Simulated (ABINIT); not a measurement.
# Au (Fm-3m) in ABINIT: further runs, part 2 of 2

ABINIT 10.8.3 (patched build). Earlier steps stand in the parts before.

**3. Band structure, LDA-VWN**

run.abi reads:

```
ndtset 2

pp_dirpath "./"
pseudos "Au.LDA_PW-JTH.xml"

acell 5.4384893002 5.4384893002 5.4384893002
rprim
     0.0000000000     0.7071067812     0.7071067812
     0.7071067812     0.0000000000     0.7071067812
     0.7071067812     0.7071067812     0.0000000000
ntypat 1
znucl 79
natom 1
typat 1
xred
     0.0000000000     0.0000000000     0.0000000000

ecut 25.0
pawecutdg 47.0

ixc -1007

occopt 3
tsmear 0.05 eV

nstep 100

iomode 3
prtwf 0
prteig 0
prtebands 0
prtden1 1
prtvha1 1
prtvclmb1 1
prtpot1 1

kptopt1 1
ngkpt1 11 11 11
nshiftk1 1
shiftk1 0.0 0.0 0.0
nband1 10
tolvrs1 1.0e-9

iscf2 -2
getden2 1
nband2 14
nbdbuf2 2
tolwfr2 1.0e-12
kptopt2 -9
ndivsm2 8
prteig2 1
prtvol2 -3
kptbounds2
     0.0000000000     0.0000000000     0.0000000000
     0.5000000000     0.0000000000     0.5000000000
     0.5000000000     0.2500000000     0.7500000000
     0.3750000000     0.3750000000     0.7500000000
     0.0000000000     0.0000000000     0.0000000000
     0.5000000000     0.5000000000     0.5000000000
     0.6250000000     0.2500000000     0.6250000000
     0.5000000000     0.2500000000     0.7500000000
     0.5000000000     0.5000000000     0.5000000000
     0.3750000000     0.3750000000     0.7500000000
```

Potentials or basis: JTH PAW LDA v2.0.

The run is started by

```sh
$ abinit run.abi > log 2>&1
```

run.abo:

```text
.Version 10.8.3 of ABINIT
 DATASET    1 : space group Fm -3 m (#225); Bravais cF (face-center cubic)
================================================================================
 Values of the parameters that define the memory need for DATASET  1.
     intxc =       0    ionmov =       0      iscf =      17    lmnmax =      18
     lnmax =       6     mgfft =      27  mpssoang =       3    mqgrid =    3001
     natom =       1  nloc_mem =       2    nspden =       1   nspinor =       1
    nsppol =       1      nsym =      48    n1xccc =       1    ntypat =       1
    occopt =       3   xclevel =       1
       mpw =         690          nfft =       19683          nkpt =          56
 PAW method is used; the additional fine FFT grid is defined by:
   mgfftf=        36    nfftf =     46656
================================================================================
================================================================================

 DATASET    2 : space group Fm -3 m (#225); Bravais cF (face-center cubic)
================================================================================
 Values of the parameters that define the memory need for DATASET  2.
     intxc =       0    ionmov =       0      iscf =      -2    lmnmax =      18
     lnmax =       6     mgfft =      27  mpssoang =       3    mqgrid =    3001
     natom =       1  nloc_mem =       2    nspden =       1   nspinor =       1
    nsppol =       1      nsym =      48    n1xccc =       1    ntypat =       1
    occopt =       3   xclevel =       1
       mpw =         692          nfft =       19683          nkpt =         139
 PAW method is used; the additional fine FFT grid is defined by:
   mgfftf=        36    nfftf =     46656
================================================================================
================================================================================

--------------------------------------------------------------------------------
------------- Echo of variables that govern the present computation ------------
--------------------------------------------------------------------------------
 -outvars: echo values of preprocessed input variables --------
            acell      5.4384893002E+00  5.4384893002E+00  5.4384893002E+00 Bohr
              amu      1.96966540E+02
             ecut      2.50000000E+01 Hartree
           getden1          0
           getden2          1
             iscf1         17
             iscf2         -2
              ixc       -1007
           jdtset        1    2
           kptopt1          1
           kptopt2         -9
         kptrlatt       11    0    0      0   11    0      0    0   11
          kptrlen1     5.98233823E+01
          kptrlen2     3.00000000E+01
            natom           1
            nband1         10
            nband2         14
           nbdbuf1          0
           nbdbuf2          2
           ndtset           2
           ndivsm1          0
           ndivsm2          8
            ngfft          27      27      27
          ngfftdg          36      36      36
             nkpt1         56
             nkpt2        139
            nstep         100
             nsym          48
           ntypat           1
           occopt           3
        pawecutdg      4.70000000E+01 Hartree
        prtebands           0
           prteig1          0
[... 260 lines left out ...]
  6.56E-13  4.71E-13  4.43E-13  9.83E-13  3.94E-13  4.80E-13  8.75E-13  7.32E-13
  5.86E-13  8.39E-13  7.06E-13  9.83E-13  9.83E-13  1.04E-09
 -8.1970E-02  1.1237E-01  1.1318E-01  1.1318E-01  1.6987E-01  1.7052E-01
  8.4599E-01  9.8424E-01  9.8725E-01  9.8725E-01  1.1620E+00  1.3060E+00
[... 809 lines left out ...]
  4.5905E-01  5.8533E-01  7.8224E-01  9.3151E-01  1.2257E+00  1.2806E+00
  1.2884E+00  1.5220E+00
 Non-SCF case, kpt  138 (  0.38393  0.38393  0.73214), residuals and eigenvalues=
  6.82E-13  6.21E-13  6.49E-13  6.51E-13  6.51E-13  6.72E-13  4.67E-13  5.65E-13
  8.15E-13  7.29E-13  5.06E-13  3.91E-13  4.52E-13  1.15E-05
  4.8751E-02  7.4088E-02  1.3822E-01  1.7688E-01  2.0882E-01  4.1685E-01
  4.6591E-01  5.6556E-01  7.6756E-01  9.3764E-01  1.2031E+00  1.2866E+00
  1.3047E+00  1.5250E+00
 Non-SCF case, kpt  139 (  0.37500  0.37500  0.75000), residuals and eigenvalues=
  7.83E-13  8.83E-13  5.52E-13  7.48E-13  6.57E-13  7.00E-13  6.90E-13  8.56E-13
  3.17E-13  9.57E-13  7.11E-13  8.95E-13  6.14E-13  2.79E-05
  4.6356E-02  6.9677E-02  1.4446E-01  1.8111E-01  2.1064E-01  4.2729E-01
  4.5869E-01  5.6172E-01  7.5438E-01  9.4226E-01  1.1807E+00  1.2921E+00
  1.3221E+00  1.5309E+00

--- !ResultsGS
iteration_state: {dtset: 2, }
comment   : Summary of ground state results
lattice_vectors:
- [  0.0000000,   3.8455927,   3.8455927, ]
- [  3.8455927,   0.0000000,   3.8455927, ]
- [  3.8455927,   3.8455927,   0.0000000, ]
lattice_lengths: [   5.43849,    5.43849,    5.43849, ]
lattice_angles: [ 60.000,  60.000,  60.000, ] # degrees, (23, 13, 12)
lattice_volume:   1.1374173E+02
convergence: {deltae:  0.000E+00, res2:  0.000E+00, residm:  9.994E-13, diffor:  0.000E+00, }
etotal    :  -3.43295205E+01
entropy   :   0.00000000E+00
fermie    :   2.87168889E-01
cartesian_stress_tensor: null
pressure_GPa: null
xred      :
- [  0.0000E+00,   0.0000E+00,   0.0000E+00, Au]
cartesian_forces: null
force_length_stats: {min: null, max: null, mean: null, }
...

 Integrated electronic density in atomic spheres:
 ------------------------------------------------
 Atom  Sphere_radius  Integrated_density
    1        2.50870          9.50613446

================================================================================

 ----iterations are completed or convergence reached----

 Mean square residual over all n,k,spin=   65.629E-14; max=  99.942E-14
 reduced coordinates (array xred) for    1 atoms
       0.000000000000      0.000000000000      0.000000000000

 cartesian coordinates (angstrom) at end:
    1      0.00000000000000     0.00000000000000     0.00000000000000
 length scales=  5.438489300200  5.438489300200  5.438489300200 bohr
              =  2.877924597453  2.877924597453  2.877924597453 angstroms
 Eigenvalues (hartree) for nkpt= 139  k points:
 kpt#   1, nband= 14, wtk=  1.00000, kpt=  0.0000  0.0000  0.0000 (reduced coord)
  -0.08279    0.11281    0.11281    0.11281    0.17034    0.17034    0.84502    0.98795
   0.98795    0.98795    1.15588    1.31576    1.31576    1.31576
 kpt#   2, nband= 14, wtk=  1.00000, kpt=  0.0217  0.0000  0.0217 (reduced coord)
  -0.08197    0.11237    0.11318    0.11318    0.16987    0.17052    0.84599    0.98424
   0.98725    0.98725    1.16197    1.30599    1.30599    1.31639
 kpt#   3, nband= 14, wtk=  1.00000, kpt=  0.0435  0.0000  0.0435 (reduced coord)
  -0.07951    0.11108    0.11430    0.11430    0.16847    0.17108    0.84887    0.97459
   0.98502    0.98502    1.17860    1.28651    1.28651    1.31891
 kpt#   4, nband= 14, wtk=  1.00000, kpt=  0.0652  0.0000  0.0652 (reduced coord)
  -0.07544    0.10896    0.11617    0.11617    0.16621    0.17200    0.85358    0.96185
   0.98087    0.98087    1.20208    1.26630    1.26633    1.31760
 kpt#   5, nband= 14, wtk=  1.00000, kpt=  0.0870  0.0000  0.0870 (reduced coord)
  -0.06980    0.10610    0.11876    0.11876    0.16316    0.17327    0.86001    0.94833
   0.97424    0.97424    1.22488    1.24876    1.24877    1.28342
 kpt#   6, nband= 14, wtk=  1.00000, kpt=  0.1087  0.0000  0.1087 (reduced coord)
  -0.06265    0.10257    0.12208    0.12208    0.15944    0.17487    0.86798    0.93540
[... 386 lines left out ...]
   0.05313    0.08631    0.12482    0.15731    0.20836    0.39623    0.42711    0.64652
   0.81446    0.91493    1.25101    1.26664    1.28286    1.50674
 kpt# 136, nband= 14, wtk=  1.00000, kpt=  0.4018  0.4018  0.6964 (reduced coord)
   0.05273    0.08286    0.12704    0.16452    0.20790    0.40158    0.44435    0.61405
   0.79801    0.92388    1.24632    1.27394    1.27629    1.51772
 kpt# 137, nband= 14, wtk=  1.00000, kpt=  0.3929  0.3929  0.7143 (reduced coord)
   0.05103    0.07862    0.13201    0.17120    0.20797    0.40821    0.45905    0.58533
   0.78224    0.93151    1.22572    1.28060    1.28835    1.52202
 kpt# 138, nband= 14, wtk=  1.00000, kpt=  0.3839  0.3839  0.7321 (reduced coord)
   0.04875    0.07409    0.13822    0.17688    0.20882    0.41685    0.46591    0.56556
   0.76756    0.93764    1.20311    1.28663    1.30465    1.52502
 kpt# 139, nband= 14, wtk=  1.00000, kpt=  0.3750  0.3750  0.7500 (reduced coord)
   0.04636    0.06968    0.14446    0.18111    0.21064    0.42729    0.45869    0.56172
   0.75438    0.94226    1.18072    1.29215    1.32206    1.53094

== END DATASET(S) ==============================================================
================================================================================

 -outvars: echo values of variables after computation  --------
            acell      5.4384893002E+00  5.4384893002E+00  5.4384893002E+00 Bohr
           etotal1    -3.4329520530E+01
            fcart1    -0.0000000000E+00 -0.0000000000E+00 -0.0000000000E+00
            rprim      0.0000000000E+00  7.0710678120E-01  7.0710678120E-01
                       7.0710678120E-01  0.0000000000E+00  7.0710678120E-01
                       7.0710678120E-01  7.0710678120E-01  0.0000000000E+00
           strten1     1.0271184753E-04  1.0271184753E-04  1.0271184753E-04
                       0.0000000000E+00  0.0000000000E+00  0.0000000000E+00
 Calculation completed.
```

It took 70 s on 1 thread of Arm Neoverse V1, shared host; peak memory 0.11 GiB.

Results:

- Free energy: -934.1538 eV
- Pressure: -3.0 GPa
- Band gap on the k mesh: none (metal or under the smearing width)
- Valence electrons inside the program's atomic spheres: Au 9.51 (radii [1.3275] Å)

Levels at the corners of the path, in eV from the Fermi level:
```
point  band 1  band 2  band 3  band 4  band 5  band 6  band 7  band 8  band 9  band 10
    Γ  -10.07   -4.74   -4.74   -4.74   -3.18   -3.18   15.18   19.07   19.07    19.07
    X   -7.18   -6.85   -1.99   -1.62   -1.62    0.94    5.75   10.10   10.10    17.33
    W   -6.05   -5.23   -5.23   -3.34   -1.62    4.69    6.31    6.31    9.51    23.31
    K   -6.55   -5.92   -3.88   -2.89   -2.08    3.81    4.67    7.47   12.71    17.83
    Γ  -10.07   -4.74   -4.74   -4.74   -3.18   -3.18   15.18   19.07   19.07    19.07
    L   -7.45   -4.78   -4.78   -1.95   -1.95   -1.06    3.06   14.51   17.46    17.46
    U   -6.55   -5.92   -3.88   -2.89   -2.08    3.81    4.67    7.47   12.71    17.83
    W   -6.05   -5.23   -5.23   -3.34   -1.62    4.69    6.31    6.31    9.51    23.31
    L   -7.45   -4.78   -4.78   -1.95   -1.95   -1.06    3.06   14.51   17.46    17.46
    K   -6.55   -5.92   -3.88   -2.89   -2.08    3.81    4.67    7.47   12.71    17.83
```

Caveat: spin-orbit coupling is left out, which moves the levels of the heavy elements.

**4. Equation of state, HCTH407**

run.abi reads:

```
ndtset 7
getwfk -1
scalecart1 3*0.9795861087
scalecart2 3*0.9864848297
scalecart3 3*0.9932883884
scalecart4 3*1.0000000000
scalecart5 3*1.0066227096
scalecart6 3*1.0131594038
scalecart7 3*1.0196128224

pp_dirpath "./"
pseudos "Au.GGA_PBE-JTH.xml"

acell 3*1.0 Angstrom
rprim
     0.0000000000     2.0350000000     2.0350000000
     2.0350000000     0.0000000000     2.0350000000
     2.0350000000     2.0350000000     0.0000000000
ntypat 1
znucl 79
natom 1
typat 1
xred
     0.0000000000     0.0000000000     0.0000000000

ecut 25.0
pawecutdg 47.0

kptopt 1
ngkpt 11 11 11
nshiftk 1
shiftk 0.0 0.0 0.0

ixc 27

nband 10
occopt 3
tsmear 0.00183747

nstep 100
tolvrs 1.0e-9

iomode 3
prtwf 1
prtden 0
prteig 0
prtebands 0
```

Potentials or basis: JTH PAW PBE v2.0.

The run is started by

```sh
$ abinit run.abi > log 2>&1
```

Wall time 3.6 min (1 thread of Arm Neoverse V1, shared host); peak memory 0.14 GiB.

Results (log left out):

- Equilibrium volume: 18.17 Å³/atom (rough: see the caveat)
- Bulk modulus: 108 GPa (rough)

Energy against volume, from the lowest point:
| volume (Å³/atom) | energy (meV/atom) |
| --- | --- |
| 15.843 | 140.39 |
| 16.181 | 96.86 |
| 16.518 | 62.86 |
| 16.855 | 37.16 |
| 17.192 | 18.72 |
| 17.529 | 6.60 |
| 17.866 | 0.00 |

Caveat: pressures at fixed basis lie under the slope of the energies; the minimum lies outside the volumes run; the PAW data sets were made with another functional, which shifts forces and pressure a little. The run has no spin-orbit coupling, so splittings on Au are missing.

**5. Band structure, OLYP**

run.abi reads:

```
# Datasets: ground state, then fixed potential
ndtset 2

# Pseudopotentials
pp_dirpath "./"
pseudos "Au.GGA_PBE-JTH.xml"

# Structure
acell 2.8779245994 2.8779245994 2.8779245994 Angstrom
rprim
     0.0000000000     0.7071067812     0.7071067812
     0.7071067812     0.0000000000     0.7071067812
     0.7071067812     0.7071067812     0.0000000000
ntypat 1
znucl 79
natom 1
typat 1
xred
     0.0000000000     0.0000000000     0.0000000000

# Plane-wave basis
ecut 25.0
pawecutdg 47.0

# Exchange and correlation
ixc -110131

# Bands and occupations
occopt 3
tsmear 0.05 eV

# SCF cycle
nstep 100

# Output
iomode 3
prtwf 0
prteig 0
prtebands 0
enunit 1
prtden1 1

# Dataset 1
kptopt1 1
ngkpt1 11 11 11
nshiftk1 1
shiftk1 0.0 0.0 0.0
nband1 10
tolvrs1 1.0e-9

# Dataset 2: bands along G-X-W-K-G-L-U-W-L-K
iscf2 -2
getden2 1
nband2 14
nbdbuf2 2
tolwfr2 1.0e-12
kptopt2 -9
ndivsm2 8
prteig2 1
kptbounds2
     0.0000000000     0.0000000000     0.0000000000
     0.5000000000     0.0000000000     0.5000000000
     0.5000000000     0.2500000000     0.7500000000
     0.3750000000     0.3750000000     0.7500000000
     0.0000000000     0.0000000000     0.0000000000
     0.5000000000     0.5000000000     0.5000000000
     0.6250000000     0.2500000000     0.6250000000
     0.5000000000     0.2500000000     0.7500000000
     0.5000000000     0.5000000000     0.5000000000
     0.3750000000     0.3750000000     0.7500000000
```

The run is started by

```sh
$ abinit run.abi > log 2>&1
```

Run time: 70 s. Hardware: 1 thread of Arm Neoverse V1, shared host; peak memory 0.11 GiB.

It converged, with:

* Free energy: -932.5658 eV
* Pressure: 9.2 GPa
* Band gap on the k mesh: none (metal or under the smearing width)
* Valence electrons inside the program's atomic spheres: Au 9.55 (radii [1.3275] Å)

Levels at the corners of the path, in eV from the Fermi level:
```csv
point,band 1,band 2,band 3,band 4,band 5,band 6,band 7,band 8,band 9,band 10
Γ,-9.88,-4.89,-4.89,-4.89,-3.39,-3.39,15.20,19.22,19.22,19.22
X,-7.23,-6.94,-2.24,-1.87,-1.87,1.09,5.83,10.30,10.30,17.24
W,-6.13,-5.33,-5.33,-3.51,-1.87,4.86,6.37,6.37,9.43,23.32
K,-6.63,-6.00,-4.00,-3.09,-2.31,3.98,4.69,7.45,12.87,17.73
Γ,-9.88,-4.89,-4.89,-4.89,-3.39,-3.39,15.20,19.22,19.22,19.22
L,-7.44,-4.92,-4.92,-2.19,-2.19,-0.93,3.05,14.54,17.68,17.68
U,-6.63,-6.00,-4.00,-3.09,-2.31,3.98,4.69,7.45,12.87,17.73
W,-6.13,-5.33,-5.33,-3.51,-1.87,4.86,6.37,6.37,9.43,23.32
L,-7.44,-4.92,-4.92,-2.19,-2.19,-0.93,3.05,14.54,17.68,17.68
K,-6.63,-6.00,-4.00,-3.09,-2.31,3.98,4.69,7.45,12.87,17.73
```

Caveat: the PAW data sets were made with another functional, which shifts forces and pressure a little; spin-orbit coupling is left out, which moves the levels of the heavy elements.

**6. Equation of state, LDA**

run.abi reads:

```
# Datasets: one volume each
ndtset 7
getwfk -1
scalecart1 3*0.9795861087
scalecart2 3*0.9864848297
scalecart3 3*0.9932883884
scalecart4 3*1.0000000000
scalecart5 3*1.0066227096
scalecart6 3*1.0131594038
scalecart7 3*1.0196128224

# Pseudopotentials
pp_dirpath "./"
pseudos "Au.LDA_PW-JTH.xml"

# Structure
acell 3*1.0 Angstrom
rprim
     0.0000000000     2.0350000000     2.0350000000
     2.0350000000     0.0000000000     2.0350000000
     2.0350000000     2.0350000000     0.0000000000
ntypat 1
znucl 79
natom 1
typat 1
xred
     0.0000000000     0.0000000000     0.0000000000

# Plane-wave basis
ecut 31.0
pawecutdg 53.0

# k points
kptopt 1
ngkpt 11 11 11
nshiftk 1
shiftk 0.0 0.0 0.0

# Exchange and correlation
ixc 7

# Bands and occupations
nband 10
occopt 3
tsmear 0.05 eV

# SCF cycle
nstep 100
tolvrs 1.0e-9

# Output
iomode 3
prtwf 1
prtden 0
prteig 0
prtebands 0
enunit 2
```

Potentials or basis: JTH PAW LDA v2.0.

The run is started by

```sh
$ abinit run.abi > log 2>&1
```

Wall time 2.4 min (1 thread of Arm Neoverse V1, shared host); peak memory 0.16 GiB.

It converged, with:

| Property | Result |
| --- | --- |
| Equilibrium volume | 16.60 Å³/atom |
| Bulk modulus | 196 GPa |
| Pressure derivative of the bulk modulus | 5.8 |

Energy against volume, from the lowest point:
```csv
volume (Å³/atom),energy (meV/atom)
15.843,22.96
16.181,6.50
16.518,0.00
16.855,2.18
17.192,11.90
17.529,28.14
17.866,50.12
```

Caveat: pressures at fixed basis lie under the slope of the energies.

**7. The runs side by side**

```csv
task,level,potentials or basis,cutoff (eV),fine-grid cutoff,gap on the mesh (eV),pressure (GPa)
equation of state,rPW86PBE,JTH PAW PBE v2.0,680,1278.94 eV,-,-
band structure,LDA-VWN,JTH PAW LDA v2.0,680,1278.94 eV,none,-3.0
equation of state,HCTH407,JTH PAW PBE v2.0,680,1278.94 eV,-,-
band structure,OLYP,JTH PAW PBE v2.0,680,1278.94 eV,none,9.2
equation of state,LDA,JTH PAW LDA v2.0,844,1442.2 eV,-,-
```

Alike in all rows: no spin polarisation; cell as given; k mesh 11 × 11 × 11; smearing fermi-dirac 0.05 eV.

Caveats: pressures at fixed basis lie under the slope of the energies (some runs); the PAW data sets were made with another functional, which shifts forces and pressure a little (some runs); the minimum lies outside the volumes run (some runs); spin-orbit coupling is left out, which moves the levels of the heavy elements (some runs).

Absolute energies hang on the potentials; compare differences alone.

**8. Against experiment**

Step 6. A measured bulk modulus of Au is 167 GPa (quoted in “Exploring toroidal anvil profiles for larger sample volumes above 4 Mbar”, 2024, pmc:11102561); the calculated 196 GPa misses it by +17.5 %. The fit is for a static lattice scaled at fixed shape and fixed fractional positions.
